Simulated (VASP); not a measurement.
# SiC (Moissanite 6H) (P6_3mc) in VASP: notebook, part 2 of 2

VASP 6.6.1.

**3. Relaxation of cell and atoms, PBEsol+D3(BJ)**

The input, INCAR:

```
ALGO = Normal
EDIFF = 1E-7
EDIFFG = -0.01
ENCUT = 600
GGA = PS
IBRION = 2
ISIF = 3
ISMEAR = -1
IVDW = 12
LASPH = T
LCHARG = F
LREAL = F
LWAVE = F
NELM = 100
NSW = 40
PREC = Accurate
SIGMA = 0.05
```

The input, KPOINTS:

```
k-points
0
Gamma
  10 10 2
```

The input, POSCAR:

```
SiC
1.0
    3.0950000000      0.0000000000      0.0000000000
   -1.5475000000      2.6803486247      0.0000000000
    0.0000000000      0.0000000000     15.1700000000
Si C
6 6
Direct
    0.6666666667      0.3333333333      0.4583000000
    0.3333333333      0.6666666667      0.9583000000
    0.6666666667      0.3333333333      0.7917000000
    0.3333333333      0.6666666667      0.2917000000
    0.0000000000      0.0000000000      0.6250000000
    0.0000000000      0.0000000000      0.1250000000
    0.6666666667      0.3333333333      0.3333000000
    0.3333333333      0.6666666667      0.8333000000
    0.6666666667      0.3333333333      0.6667000000
    0.3333333333      0.6666666667      0.1667000000
    0.0000000000      0.0000000000      0.5000000000
    0.0000000000      0.0000000000      0.0000000000
```

Potentials or basis: VASP PAW PBE potentials, release 64 (Si, C).

Launch:

```bash
$ cat potpaw_PBE.64/Si/POTCAR potpaw_PBE.64/C/POTCAR > POTCAR
$ mpirun -np 1 vasp_std > vasp.out
```

OUTCAR:

```text
EDIFF = 1E-7
   EDIFFG = -0.01
   ENCUT = 600
   GGA = PS
   IBRION = 2
   ISIF = 3
   ISMEAR = -1
   IVDW = 12
   LASPH = T
   LREAL = F
   NELM = 100
   NSW = 40
   PREC = Accurate
 IVDW          = 12

 ion  position               nearest neighbor table
   1  0.667  0.333  0.458-  11 1.90  11 1.90  11 1.90   7 1.90   4 3.10   4 3.10   4 3.10   5 3.10
                             5 3.10   5 3.10
   2  0.333  0.667  0.958-  12 1.90  12 1.90  12 1.90   8 1.90   3 3.10   3 3.10   3 3.10   6 3.10
                             6 3.10   6 3.10
   3  0.667  0.333  0.792-   8 1.90   8 1.90   8 1.90   9 1.90   2 3.10   2 3.10   2 3.10   5 3.10
                             5 3.10   5 3.10
   4  0.333  0.667  0.292-   7 1.90   7 1.90   7 1.90  10 1.90   1 3.10   1 3.10   1 3.10   6 3.10
                             6 3.10   6 3.10
   5  0.000  0.000  0.625-   9 1.90   9 1.90   9 1.90  11 1.90   3 3.10   1 3.10   3 3.10   1 3.10
                             1 3.10   3 3.10
   6  0.000  0.000  0.125-  10 1.90  10 1.90  10 1.90  12 1.90   4 3.10   2 3.10   2 3.10   4 3.10
                             4 3.10   2 3.10
   7  0.667  0.333  0.333-   4 1.90   4 1.90   4 1.90   1 1.90
   8  0.333  0.667  0.833-   3 1.90   3 1.90   3 1.90   2 1.90
   9  0.667  0.333  0.667-   5 1.90   5 1.90   5 1.90   3 1.90
  10  0.333  0.667  0.167-   6 1.90   6 1.90   6 1.90   4 1.90
  11  0.000  0.000  0.500-   1 1.90   1 1.90   1 1.90   5 1.90
  12  0.000  0.000  0.000-   2 1.90   2 1.90   2 1.90   6 1.90

  LATTYP: Found a hexagonal cell.
 ALAT       =     3.0950000000
 C/A-ratio  =     4.9014539580

  Lattice vectors:

 A1 = (   3.0950000000,   0.0000000000,   0.0000000000)
 A2 = (  -1.5475000000,   2.6803486247,   0.0000000000)
 A3 = (   0.0000000000,   0.0000000000,  15.1700000000)

[... 188 lines left out ...]

 number of electron      47.9999999 magnetization

 Free energy of the ion-electron system (eV)
  ---------------------------------------------------
  ext. energy  EPLUGINS =         0.00000000
  ---------------------------------------------------
  free energy    TOTEN  =       -95.49635123 eV

  energy without entropy =      -95.49635122  energy(sigma->0) =      -95.49635122

------------------------ aborting loop because EDIFF is reached ----------------------------------------

 Edisp (eV)   -2.86244

 E8    (eV) :    -1.7004
[... 291 lines left out ...]
--------------------------------------- Ionic step        7  -------------------------------------------

 number of electron      47.9999998 magnetization

 Free energy of the ion-electron system (eV)
  ---------------------------------------------------
  ext. energy  EPLUGINS =         0.00000000
  ---------------------------------------------------
  free energy    TOTEN  =       -95.48774248 eV

  energy without entropy =      -95.48774248  energy(sigma->0) =      -95.48774248

 E-fermi :   9.2522     XC(G=0): -11.5777

 val. band max:        8.2969439582   @ k =   0.0000   0.0000   0.0000
 cond. band min:      10.2056961567   @ k =   0.5000  -0.0000   0.0000
 fundamental gap:      1.9087521984
 Fermi energy:         9.2521908030

 k-point     1 :       0.0000    0.0000    0.0000
  band No.  band energies     occupation
      1      -7.3169      2.00000
      2      -6.7856      2.00000
      3      -6.7498      2.00000
      4      -5.2222      2.00000
      5      -5.1937      2.00000
      6      -3.6475      2.00000
[... 805 lines left out ...]
     30      13.5760      0.00000
     31      14.0454      0.00000

 [... further k-points ...]

------------------------ aborting loop because EDIFF is reached ----------------------------------------

 Edisp (eV)   -2.95348

 E8    (eV) :    -1.7549
[... 35 lines left out ...]
  FREE ENERGIE OF THE ION-ELECTRON SYSTEM (eV)
  ---------------------------------------------------
  free  energy   TOTEN  =       -98.4412269836 eV

  energy  without entropy=      -98.4412269830  energy(sigma->0) =      -98.44122698

 reached required accuracy - stopping structural energy minimisation
```

CONTCAR:

```text
SiC
   1.00000000000000
     3.0622733660157540    0.0000000000000000    0.0000000000000000
    -1.5311366830078770    2.6520065282896952   -0.0000000000000000
     0.0000000000000000    0.0000000000000000   15.0249954287850418
  Si              C
     6     6
Direct
     0.6666666667000030    0.3333333332999970    0.4583179167419199
     0.3333333332999970    0.6666666667000030    0.9583179167419199
     0.6666666667000030    0.3333333332999970    0.7918305698714311
     0.3333333332999970    0.6666666667000030    0.2918305698714312
     0.0000000000000000    0.0000000000000000    0.6250311880375596
     1.0000000000000000    0.0000000000000000    0.1250311880375597
     0.6666666667000030    0.3333333332999970    0.3333190403240808
     0.3333333332999970    0.6666666667000030    0.8333190403240807
     0.6666666667000030    0.3333333332999970    0.6668254052376323
     0.3333333332999970    0.6666666667000030    0.1668254052376324
     0.0000000000000000    1.0000000000000000    0.4996758797873759
     1.0000000000000000    0.0000000000000000    0.9996758797873759

  0.00000000E+00  0.00000000E+00  0.00000000E+00
  0.00000000E+00  0.00000000E+00  0.00000000E+00
  0.00000000E+00  0.00000000E+00  0.00000000E+00
  0.00000000E+00  0.00000000E+00  0.00000000E+00
  0.00000000E+00  0.00000000E+00  0.00000000E+00
  0.00000000E+00  0.00000000E+00  0.00000000E+00
  0.00000000E+00  0.00000000E+00  0.00000000E+00
  0.00000000E+00  0.00000000E+00  0.00000000E+00
  0.00000000E+00  0.00000000E+00  0.00000000E+00
  0.00000000E+00  0.00000000E+00  0.00000000E+00
  0.00000000E+00  0.00000000E+00  0.00000000E+00
  0.00000000E+00  0.00000000E+00  0.00000000E+00
```

It took 6.3 min on 1 thread of Intel Xeon 6975P-C (Granite Rapids), shared host; peak memory 0.39 GiB.

Results:

| Property | Result |
| --- | --- |
| Free energy | -98.4412 eV |
| Relaxed volume | 10.17 Å³/atom |
| Relaxed cell | a = 3.062 Å, b = 3.062 Å, c = 15.025 Å, α = 90.00°, β = 90.00°, γ = 120.00° |
| Space group after relaxing (to 0.05 Å) | P6_3mc (No. 186) |
| Energy gained by relaxing | 6.9 meV/atom |
| Ionic steps | 7 |
| Pressure after relaxing | 0.0 GPa |
| Largest force after relaxing | 0.007 eV/Å |
| Band gap on the k mesh | 1.91 eV, indirect (least direct gap 3.02 eV) |
| Dispersion energy per atom | -0.246 eV |

Forces in eV/Å, atoms in the order of the input:
```
Si   0.000  0.000 -0.002
Si   0.000  0.000 -0.002
Si   0.000  0.000 -0.004
Si   0.000  0.000 -0.004
Si   0.000  0.000 -0.003
Si   0.000  0.000 -0.003
C    0.000  0.000  0.001
C    0.000  0.000  0.001
C    0.000  0.000  0.001
C    0.000  0.000  0.001
C    0.000  0.000  0.007
C    0.000  0.000  0.007
```

Step by step:
| step | energy change (eV) | largest force (eV/Å) | pressure (GPa) | volume (Å³) |
| --- | --- | --- | --- | --- |
| 1 | 0.0000 | 0.1432 | -6.64 | 125.85 |
| 2 | 0.0135 | 0.1305 | 7.95 | 118.10 |
| 3 | -0.0823 | 0.0259 | -0.03 | 122.04 |
| 4 | -0.0823 | 0.0259 | 0.10 | 121.96 |
| 5 | -0.0824 | 0.0198 | -0.09 | 122.07 |
| 6 | -0.0824 | 0.0196 | -0.04 | 122.04 |
| 7 | -0.0824 | 0.0065 | 0.00 | 122.02 |

Final structure:
```
Si C
1.0
     3.06227    0.00000    0.00000
    -1.53114    2.65201    0.00000
     0.00000    0.00000   15.02500
Si C
6 6
Direct
  0.66667 0.33333 0.45832
  0.33333 0.66667 0.95832
  0.66667 0.33333 0.79183
  0.33333 0.66667 0.29183
  0.00000 0.00000 0.62503
  0.00000 0.00000 0.12503
  0.66667 0.33333 0.33332
  0.33333 0.66667 0.83332
  0.66667 0.33333 0.66683
  0.33333 0.66667 0.16683
  0.00000 0.00000 0.49968
  0.00000 0.00000 0.99968
```

Caveat: the PAW data sets were made with another functional, which shifts forces and pressure a little. A k mesh can miss the band edges.
